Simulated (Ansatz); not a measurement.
**How settings move the results for InSb**

```xyz
2
Lattice="0.0000 3.2391 3.2391 3.2391 0.0000 3.2391 3.2391 3.2391 0.0000" Properties=species:S:1:pos:R:3 pbc="T T T"
In    0.0000    0.0000    0.0000
Sb    4.8586    4.8586    4.8586
```

Atom numbers follow the list: In1, Sb2.

The conventional cell has a = 6.478 Å, b = 6.478 Å, c = 6.478 Å, α = 90.00°, β = 90.00°, γ = 90.00°. Around In (atom 1) lie 4 Sb at 2.81 Å. Sb (atom 2) is surrounded by 4 In at 2.81 Å.

The cell is COD entry 9008853, as deposited and not checked against the literature; nothing was relaxed.

Spin–orbit coupling is left out, though it moves levels of the heavy atoms by tenths of an eV or more.

The calculation used DFT, PBE, all-electron LAPW, scalar-relativistic (Ansatz 0.2.0).

Sampling and basis: a Γ-centred 9×9×9 k mesh, Fermi–Dirac smearing of 0.05 eV, basis error target 0.25 meV/atom, no spin polarisation. One setting is then changed at a time.

| k mesh | free energy less the base's (meV/atom) | P (GPa) | cutoff chosen (eV) |
| --- | --- | --- | --- |
| 9×9×9 (base) | 0.0 | 3.16 | 295 |
| 3×3×3 | 236 | 4.81 | 295 |
| 4×4×4 | 73.2 | 3.68 | 295 |
| 7×7×7 | 3.9 | 3.18 | 295 |
| 13×13×13 | -1.2 | 3.15 | 295 |
